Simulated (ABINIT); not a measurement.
# A GW run on KBr (Fm-3m) in ABINIT, with inputs changed

Aim: change inputs of a GW run on KBr (Fm-3m) and see what moves.

Main program and level: ABINIT 10.8.3; PBE and many-body steps on it, plane waves.

**1. Starting point**

The structure is cubic, space group Fm-3m (No. 225). The conventional cell has a = 6.600 Å, b = 6.600 Å, c = 6.600 Å, α = 90.00°, β = 90.00°, γ = 90.00°. Nearest to K lie 6 Br at 3.30 Å. Nearest to Br lie 6 K at 3.30 Å. Farther neighbours and most contacts between anions are not listed.

The cell and positions come from the Crystallography Open Database and are kept as given unless a step says otherwise.

**2. Screening, 4×4×4 mesh, 278 bands, screening to 217.7 eV**

This step: ABINIT 10.8.3; RPA screening on PBE, plane waves, norm-conserving pseudopotentials.

The RPA dielectric matrix is built and inverted for each q.

File run.abi:

```
acell 3*1.0 Angstrom
rprim 
  0.000000000000 3.300000000000 3.300000000000
  3.300000000000 -0.000000000000 3.300000000000
  3.300000000000 3.300000000000 0.000000000000
ntypat 2
znucl 19 35
natom 2
typat 1 2
xred 
  0.000000000000 0.000000000000 0.000000000000
  0.500000000000 0.500000000000 0.500000000000
pp_dirpath "pseudos"
pseudos "K.upf, Br.upf"
ecut 33
ngkpt 4 4 4
nshiftk 1
shiftk 0 0 0
kptopt 1
chksymbreak 0
istwfk *1
occopt 1
irdwfk 1
optdriver 3
nband 278
ecuteps 8
inclvkb 2
awtr 1
symchi 1
indata_prefix "in"
outdata_prefix "out"
tmpdata_prefix "tmp"
```

Started as:

```console
> OMP_NUM_THREADS=1 mpirun -n 4 abinit run.abi > log
```

Output:

```text
.Version 10.8.3 of ABINIT. v10.8.2 released Aug 2026.

 Symmetries : space group Fm -3 m (#225); Bravais cF (face-center cubic)
[... echo of the input left out ...]
== DATASET  1 ==================================================================
-   mpi_nproc: 4, omp_nthreads: 1 (-1 if OMP is not activated)

--- !DatasetInfo
iteration_state: {dtset: 1, }
dimensions: {natom: 2, nkpt: 8, mband: 278, nsppol: 1, nspinor: 1, nspden: 1, mpw: 4477, }
cutoff_energies: {ecut:  33.0, pawecutdg:  -1.0, }
electrons: {nelect:   1.60000000E+01, charge:   0.00000000E+00, occopt:   1.00000000E+00, tsmear:   1.00000000E-02, }

 SCREENING: Calculation of the susceptibility and dielectric matrices

 Based on a program developped by R.W. Godby, V. Olevano, G. Onida, and L. Reining.
 Incorporated in ABINIT by V. Olevano, G.-M. Rignanese, and M. Torrent.
.Using double precision arithmetic ; gwpc =  8

[... cell and pseudopotentials left out ...]
--------------------------------------------------------------------------------

 ==== K-mesh for the wavefunctions ====
 Number of points in the irreducible wedge :     8
[... list of points left out ...]
 Together with 48 symmetry operations and time-reversal symmetry
 yields    64 points in the full Brillouin Zone.

 ==== Q-mesh for the screening function ====
 Number of points in the irreducible wedge :     8
[... list of points left out ...]
 Together with 48 symmetry operations and time-reversal symmetry
 yields    64 points in the full Brillouin Zone.

 setmesh: FFT mesh size selected  =    36x   36x   36
          total number of points  =        46656

 vcoul_init : cutoff-mode = AUXILIARY_FUNCTION
 q-points for optical limit:   1
     1)      0.000010    0.000020    0.000030

- screening: taking advantage of time-reversal symmetry
- Maximum band index for partially occupied states nbvw = 8
- Remaining bands to be divided among processors   nbcw = 270
- Number of bands treated by each node ~67

 Number of electrons calculated from density =   16.0000; Expected =   16.0000
 average of density, n =  0.032988
 r_s =    1.9343
 omega_plasma =   17.5199 [eV]

 calculating chi0 at frequencies [eV] :
  1    0.000000E+00    0.000000E+00
  2    0.000000E+00    1.751989E+01

--------------------------------------------------------------------------------
  q-point number  1        q = ( 0.000000, 0.000000, 0.000000) [r.l.u.]
--------------------------------------------------------------------------------
[... chi0 elements left out ...]
 For q-point:  0.000010 0.000020 0.000030
  dielectric constant =   2.3739
  dielectric constant without local fields =   2.8541

  Average fulfillment of the sum rule on Im[epsilon] for q-point    1 :     87.53  [%]
[... wings left out ...]
  q-point number  2        q = ( 0.250000, 0.000000, 0.000000) [r.l.u.]
--------------------------------------------------------------------------------
[... chi0 elements left out ...]
  Average fulfillment of the sum rule on Im[epsilon] for q-point    2 :     90.67  [%]

 [... 6 further q-points ...]
```

The job ended after 2.6 min (4 MPI ranks of Intel Xeon 6975P-C (Granite Rapids), shared host; peak memory 2.4 GiB; 8.7 min of CPU time).

Numbers from this step:

```yaml
eps_infinity_with_local_fields_on_this_mesh_along_the_program_s_q_direction: 2.374
the_same_without_local_fields: 2.854
plasma_frequency: 17.52 eV
plane_waves_in_the_screening_matrix: 531
```

Local fields lower ε∞ by 17 %.

**3. Base**

The self-energy is evaluated for the states that the input lists, and the levels follow from it, in one-shot runs by the linearised quasiparticle equation.

This step: G0W0 on PBE, plane waves, norm-conserving pseudopotentials.

run.abi: that of step 2 with these lines changed.

```diff
@@ -23,8 +23,15 @@
 irdwfk 1
-optdriver 3
+optdriver 4
 nband 278
+gwcalctyp 0
+ecutsigx 33
+symsigma 1
+nkptgw 1
+kptgw 
+  0.0000000000 0.0000000000 0.0000000000
+bdgw 
+  6 12
 ecuteps 8
-inclvkb 2
-awtr 1
-symchi 1
+irdscr 1
+ppmodel 1
 indata_prefix "in"
```

Output:

```text
.Version 10.8.3 of ABINIT. v10.8.2 released Aug 2026.

 Symmetries : space group Fm -3 m (#225); Bravais cF (face-center cubic)
[... echo of the input left out ...]
== DATASET  1 ==================================================================
-   mpi_nproc: 4, omp_nthreads: 1 (-1 if OMP is not activated)

--- !DatasetInfo
iteration_state: {dtset: 1, }
dimensions: {natom: 2, nkpt: 8, mband: 278, nsppol: 1, nspinor: 1, nspden: 1, mpw: 4477, }
cutoff_energies: {ecut:  33.0, pawecutdg:  -1.0, }
electrons: {nelect:   1.60000000E+01, charge:   0.00000000E+00, occopt:   1.00000000E+00, tsmear:   1.00000000E-02, }

 SIGMA: Calculation of the GW corrections

 Based on a program developped by R.W. Godby, V. Olevano, G. Onida, and L. Reining.
 Incorporated in ABINIT by V. Olevano, G.-M. Rignanese, and M. Torrent.
.Using double precision arithmetic ; gwpc =  8

[... cell and pseudopotentials left out ...]
--------------------------------------------------------------------------------

 ==== K-mesh for the wavefunctions ====
 Number of points in the irreducible wedge :     8
[... list of points left out ...]
 Together with 48 symmetry operations and time-reversal symmetry
 yields    64 points in the full Brillouin Zone.

 ==== Q-mesh for screening function ====
 Number of points in the irreducible wedge :     8
[... list of points left out ...]
 Together with 48 symmetry operations and time-reversal symmetry
 yields    64 points in the full Brillouin Zone.

 vcoul_init : cutoff-mode = AUXILIARY_FUNCTION
 q-points for optical limit:   1
     1)      0.000010    0.000020    0.000030
 setmesh: FFT mesh size selected  =    45x   45x   45
          total number of points  =        91125

 Number of electrons calculated from density =   16.0000; Expected =   16.0000
 average of density, n =  0.032988
 r_s =    1.9343
 omega_plasma =   17.5199 [eV]

 === KS Band Gaps ===
  >>>> For spin  1
   Minimum direct gap =   4.4359 [eV], located at k-point      :   0.0000  0.0000  0.0000
   Fundamental gap    =   4.4359 [eV], Top of valence bands at :   0.0000  0.0000  0.0000
                                       Bottom of conduction at :   0.0000  0.0000  0.0000
 SIGMA fundamental parameters:
 PLASMON POLE MODEL  1
 number of plane-waves for SigmaX                 4477
 number of plane-waves for SigmaC and W            531
 number of plane-waves for wavefunctions          4477
 number of bands                                   278
 number of independent spin polarizations            1
 number of spinorial components                      1
 number of k-points in IBZ                           8
 number of q-points in IBZ                           8
 number of symmetry operations                      48
 number of k-points in BZ                           64
 number of q-points in BZ                           64
 number of frequencies for dSigma/dE                 9
 frequency step for dSigma/dE [eV]                0.25
 number of omega for Sigma on real axis              0
 max omega for Sigma on real axis  [eV]           0.00
 zcut for avoiding poles [eV]                     0.10

 EPSILON^-1 parameters (SCR file):
 dimension of the eps^-1 matrix on file            531
 dimension of the eps^-1 matrix used               531
 number of plane-waves for wavefunctions          4477
 number of bands                                   278
 number of q-points in IBZ                           8
 number of frequencies                               2
 number of real frequencies                          1
 number of imag frequencies                          1

 matrix elements of self-energy operator (all in [eV])

 Perturbative Calculation

--- !SelfEnergy_ee
iteration_state: {dtset: 1, }
kpoint     : [   0.000,    0.000,    0.000, ]
spin       : 1
KS_gap     :    4.436
QP_gap     :    6.970
Delta_QP_KS:    2.534
data: !SigmaeeData |
     Band     E0 <VxcDFT>   SigX SigC(E0)      Z dSigC/dE  Sig(E)    E-E0       E
        6  -0.010 -12.760 -16.565   1.420   0.813  -0.229 -14.700  -1.940  -1.949
        7  -0.010 -12.760 -16.565   1.420   0.813  -0.229 -14.700  -1.940  -1.949
        8  -0.010 -12.760 -16.565   1.420   0.813  -0.229 -14.700  -1.940  -1.949
        9   4.426  -6.661  -3.089  -2.884   0.865  -0.157  -6.066   0.594   5.021
       10   7.598  -8.409  -3.762  -3.095   0.858  -0.165  -7.077   1.333   8.931
       11   7.598  -8.409  -3.762  -3.095   0.858  -0.165  -7.077   1.333   8.931
       12   7.598  -8.409  -3.762  -3.095   0.858  -0.165  -7.077   1.333   8.931

== END DATASET(S) ==============================================================
================================================================================

 -outvars: echo values of variables after computation  --------
           etotal      0.0000000000E+00
            nband         278
             nkpt           8
          spgroup         225
 [... the other variables as echoed above ...]

 Calculation completed.
```

Run time: 62 s. Hardware: 4 MPI ranks; peak memory 2.8 GiB; 3.5 min of CPU time.

This step gave:

* G0W0 gap on the points computed: 6.97 eV
* starting gap on the mesh: 4.436 eV
* k of the valence top: 0, 0, 0
* k of the conduction bottom: 0, 0, 0
* Z at the valence top: 0.813
* Z at the conduction bottom: 0.865
* least direct G0W0 gap on the computed points: 6.97 eV

The gap on the mesh goes from 4.44 eV to 6.97 eV, a correction of +2.53 eV.

**4. Scissors in G**

run.abi: that of step 3 with these lines changed.

```diff
@@ -36,2 +36,3 @@
 ppmodel 1
+mbpt_sciss 1.0 eV
 indata_prefix "in"
```

Output:

```text
.Version 10.8.3 of ABINIT. v10.8.2 released Aug 2026.

 Symmetries : space group Fm -3 m (#225); Bravais cF (face-center cubic)
[... echo of the input left out ...]
== DATASET  1 ==================================================================
-   mpi_nproc: 4, omp_nthreads: 1 (-1 if OMP is not activated)

--- !DatasetInfo
iteration_state: {dtset: 1, }
dimensions: {natom: 2, nkpt: 8, mband: 278, nsppol: 1, nspinor: 1, nspden: 1, mpw: 4477, }
cutoff_energies: {ecut:  33.0, pawecutdg:  -1.0, }
electrons: {nelect:   1.60000000E+01, charge:   0.00000000E+00, occopt:   1.00000000E+00, tsmear:   1.00000000E-02, }

 SIGMA: Calculation of the GW corrections

 Based on a program developped by R.W. Godby, V. Olevano, G. Onida, and L. Reining.
 Incorporated in ABINIT by V. Olevano, G.-M. Rignanese, and M. Torrent.
.Using double precision arithmetic ; gwpc =  8

[... cell and pseudopotentials left out ...]
--------------------------------------------------------------------------------

 ==== K-mesh for the wavefunctions ====
 Number of points in the irreducible wedge :     8
[... list of points left out ...]
 Together with 48 symmetry operations and time-reversal symmetry
 yields    64 points in the full Brillouin Zone.

 ==== Q-mesh for screening function ====
 Number of points in the irreducible wedge :     8
[... list of points left out ...]
 Together with 48 symmetry operations and time-reversal symmetry
 yields    64 points in the full Brillouin Zone.

 vcoul_init : cutoff-mode = AUXILIARY_FUNCTION
 q-points for optical limit:   1
     1)      0.000010    0.000020    0.000030
 setmesh: FFT mesh size selected  =    45x   45x   45
          total number of points  =        91125

 Number of electrons calculated from density =   16.0000; Expected =   16.0000
[...]
number of frequencies for dSigma/dE                 9
 frequency step for dSigma/dE [eV]                0.25
 number of omega for Sigma on real axis              0
 max omega for Sigma on real axis  [eV]           0.00
 zcut for avoiding poles [eV]                     0.10
 scissor energy [eV]                              1.00

 EPSILON^-1 parameters (SCR file):
 dimension of the eps^-1 matrix on file            531
 dimension of the eps^-1 matrix used               531
 number of plane-waves for wavefunctions          4477
 number of bands                                   278
 number of q-points in IBZ                           8
 number of frequencies                               2
 number of real frequencies                          1
 number of imag frequencies                          1

 matrix elements of self-energy operator (all in [eV])

 Perturbative Calculation

--- !SelfEnergy_ee
iteration_state: {dtset: 1, }
kpoint     : [   0.000,    0.000,    0.000, ]
spin       : 1
KS_gap     :    4.436
QP_gap     :    7.058
Delta_QP_KS:    2.622
data: !SigmaeeData |
     Band     E0 <VxcDFT>   SigX SigC(E0)      Z dSigC/dE  Sig(E)    E-E0       E
        6  -0.010 -12.760 -16.565   1.467   0.815  -0.227 -14.666  -1.905  -1.915
        7  -0.010 -12.760 -16.565   1.467   0.815  -0.227 -14.666  -1.905  -1.915
        8  -0.010 -12.760 -16.565   1.467   0.815  -0.227 -14.666  -1.905  -1.915
        9   4.426  -6.661  -3.089  -2.898   0.865  -0.156  -5.944   0.717   5.143
       10   7.598  -8.409  -3.762  -3.108   0.859  -0.164  -6.946   1.463   9.061
       11   7.598  -8.409  -3.762  -3.108   0.859  -0.164  -6.946   1.463   9.061
       12   7.598  -8.409  -3.762  -3.108   0.859  -0.164  -6.946   1.463   9.061

== END DATASET(S) ==============================================================
================================================================================

 -outvars: echo values of variables after computation  --------
           etotal      0.0000000000E+00
            nband         278
             nkpt           8
          spgroup         225
 [... the other variables as echoed above ...]

 Calculation completed.
```

Elapsed: 64 s, on 4 MPI ranks; peak memory 2.8 GiB; 3.7 min of CPU time.

This step gave:

| Property | Result |
| --- | --- |
| G0W0 gap on the points computed | 7.058 eV |
| starting gap on the mesh | 4.436 eV |
| k of the valence top | 0, 0, 0 |
| k of the conduction bottom | 0, 0, 0 |
| Z at the valence top | 0.815 |
| Z at the conduction bottom | 0.865 |
| least direct G0W0 gap on the computed points | 7.058 eV |

**5. No symmetry in the self-energy**

run.abi: that of step 4 with these lines changed.

```diff
@@ -27,3 +27,3 @@
 ecutsigx 33
-symsigma 1
+symsigma 0
 nkptgw 1
@@ -36,3 +36,2 @@
 ppmodel 1
-mbpt_sciss 1.0 eV
 indata_prefix "in"
```

Output:

```text
.Version 10.8.3 of ABINIT. v10.8.2 released Aug 2026.

 Symmetries : space group Fm -3 m (#225); Bravais cF (face-center cubic)
[... echo of the input left out ...]
== DATASET  1 ==================================================================
-   mpi_nproc: 4, omp_nthreads: 1 (-1 if OMP is not activated)

--- !DatasetInfo
iteration_state: {dtset: 1, }
dimensions: {natom: 2, nkpt: 8, mband: 278, nsppol: 1, nspinor: 1, nspden: 1, mpw: 4477, }
cutoff_energies: {ecut:  33.0, pawecutdg:  -1.0, }
[...]
10   7.598  -8.409  -3.762  -3.095   0.858  -0.165  -7.076   1.333   8.931
       11   7.598  -8.409  -3.762  -3.095   0.858  -0.165  -7.077   1.332   8.931
       12   7.598  -8.409  -3.762  -3.095   0.858  -0.165  -7.076   1.333   8.931

== END DATASET(S) ==============================================================
================================================================================

 -outvars: echo values of variables after computation  --------
           etotal      0.0000000000E+00
            nband         278
             nkpt           8
          spgroup         225
 [... the other variables as echoed above ...]

 Calculation completed.
```

It took 7.6 min on 4 MPI ranks; peak memory 2.8 GiB.

This step gave:

```
G0W0 gap on the points computed              : 6.97 eV
starting gap on the mesh                     : 4.436 eV
k of the valence top                         : 0, 0, 0
k of the conduction bottom                   : 0, 0, 0
least direct G0W0 gap on the computed points : 6.97 eV
```

Against G0W0 in ABINIT (4×4×4 mesh, 278 bands, screening to 217.7 eV, Godby-Needs plasmon pole), the gap moves by +0.000 eV.

(Part 1 of 2 ends here.)

[Paths, hosts, dates, memory and timing lines, banners, echoed tables and standing remarks are left out of the program output.]

[Logs are printed without paths, hosts, clocks, repeated set-up lines and the standing remarks that a program may print on its own settings, such as how far it seeks lower states.]

[Runs of the session that timed out or met a known fault of the program may be left out.]

[Hosts, paths, dates, database ids (printed as entryN), source tags and the programs' standing remarks are cut or masked in the printed files.]

[G0W0 gaps are taken among the corrected bands and points alone; a level outside them can change the order at an edge.]

[Where Ansatz stands beside ABINIT at settings called matched, ABINIT's density can come from a denser mesh and the files from another edition; pairs whose starting gaps differed by over 0.03 eV were left out, so agreement reads better than it is.]
